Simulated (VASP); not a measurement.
**As2Pt (Sperrylite): relaxation of the atoms with PBE**

Crystal: As2Pt (Sperrylite).

```
As Pt
1.0
     5.93261    0.00000    0.00000
     0.00000    5.93261    0.00000
     0.00000    0.00000    5.93261
As Pt
8 4
Direct
  0.38368 0.38368 0.38368
  0.11632 0.61632 0.88368
  0.88368 0.11632 0.61632
  0.61632 0.88368 0.11632
  0.61632 0.61632 0.61632
  0.88368 0.38368 0.11632
  0.11632 0.88368 0.38368
  0.38368 0.11632 0.88368
  0.00000 0.00000 0.00000
  0.50000 0.00000 0.50000
  0.50000 0.50000 0.00000
  0.00000 0.50000 0.50000
```

The cell isn't the ideal one: a relaxed cell with its volume scaled by 0.94.

```yaml
Program: VASP 6.6.1
Task: relaxation of the atoms
Functional: PBE
Potentials_or_basis: VASP PAW PBE potentials, release 64 (As, Pt)
Cutoff: 300 eV
k_mesh: 3 × 3 × 3
Occupations: gaussian, width 0.03 eV
Spin: no spin polarisation
Further_INCAR_settings: ALGO = Normal; EDIFF = 1e-07; IBRION = 2; EDIFFG = -0.01; NSW = 40
```

```yaml
Energy_gained_by_relaxing: 0.2 meV/atom
Ionic_steps: 2
Pressure_after_relaxing: 10.0 GPa
Largest_force_after_relaxing: 0.005 eV/Å
Band_gap_on_the_k_mesh: 0.73 eV, indirect (least direct gap 1.22 eV)
```

Forces on the atoms (eV/Å):
```
As   0.003  0.003  0.003
As  -0.003 -0.003  0.003
As   0.003 -0.003 -0.003
As  -0.003  0.003 -0.003
As  -0.003 -0.003 -0.003
As   0.003  0.003 -0.003
As  -0.003  0.003  0.003
As   0.003 -0.003  0.003
Pt   0.000  0.000  0.000
Pt   0.000  0.000  0.000
Pt   0.000  0.000  0.000
Pt   0.000  0.000  0.000
```

Step by step:
| step | energy change (eV) | largest force (eV/Å) | pressure (GPa) |
| --- | --- | --- | --- |
| 1 | 0.0000 | 0.1087 | 10.03 |
| 2 | -0.0022 | 0.0048 | 9.98 |

Final structure:
```cif
data_structure
_symmetry_space_group_name_H-M 'P 1'
_symmetry_Int_Tables_number 1
_cell_length_a 5.9326
_cell_length_b 5.9326
_cell_length_c 5.9326
_cell_angle_alpha 90.000
_cell_angle_beta 90.000
_cell_angle_gamma 90.000
_cell_volume 208.80
loop_
_atom_site_label
_atom_site_type_symbol
_atom_site_fract_x
_atom_site_fract_y
_atom_site_fract_z
_atom_site_occupancy
As1 As 0.38317 0.38317 0.38317 1
As2 As 0.11683 0.61683 0.88317 1
As3 As 0.88317 0.11683 0.61683 1
As4 As 0.61683 0.88317 0.11683 1
As5 As 0.61683 0.61683 0.61683 1
As6 As 0.88317 0.38317 0.11683 1
As7 As 0.11683 0.88317 0.38317 1
As8 As 0.38317 0.11683 0.88317 1
Pt1 Pt 0.00000 0.00000 0.00000 1
Pt2 Pt 0.50000 0.00000 0.50000 1
Pt3 Pt 0.50000 0.50000 0.00000 1
Pt4 Pt 0.00000 0.50000 0.50000 1
```

Levels at points of the mesh, in eV from the valence-band top:
```
           k point  band 38  band 39  band 40  band 41  band 42  band 43
(0.00, 0.00, 0.00)    -1.01    -1.01    -1.01     0.73     0.73     0.73
```

Wall time 10 s on 4 MPI ranks on Intel(R) Xeon(R) Platinum 8488C (Sapphire Rapids), with other jobs on the host, peak memory 0.13 GiB a rank.

Caveat: spin-orbit coupling is left out, which moves the levels of the heavy elements; an odd mesh through Γ misses points on the zone boundary, where band edges often lie.
